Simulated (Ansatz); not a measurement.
Crystal: C.

```
CELL_PARAMETERS angstrom
1.23319 0.71198 8.28262
-1.23319 0.71198 8.28262
0.00000 -1.42396 8.28262
ATOMIC_POSITIONS crystal
C 0.08717 0.08717 0.08717
C 0.75385 0.75385 0.75385
C 0.24615 0.24615 0.24615
C 0.91283 0.91283 0.91283
```

This isn't the form of C at room conditions, which is graphite.

Program: Ansatz 0.2.0. Alike in all runs: no spin polarisation; cell as given.

Problem. Order these runs on this cell by their band gap on the k mesh, lowest first.
A. level PBE0; potentials or basis Ansatz PAW; k mesh 8 × 8 × 8; cutoff (eV) 420; smearing fermi-dirac 0.05 eV; mesh quality not flagged
B. level B3LYP5+D4; potentials or basis SSSP efficiency PAW; k mesh 6 × 6 × 6; cutoff (eV) 612; smearing fermi-dirac 0.05 eV; mesh quality coarse
C. level SVWN5; potentials or basis JTH PAW LDA; k mesh 12 × 12 × 12; cutoff (eV) 780; smearing fermi-dirac 0.1 eV; mesh quality not flagged

Solution. C (0.19 eV), B (0.64 eV), A (2.68 eV).

Caveats: some runs use coarse meshes.

A k mesh can miss the band edges.

Not every run made on this cell is shown here.
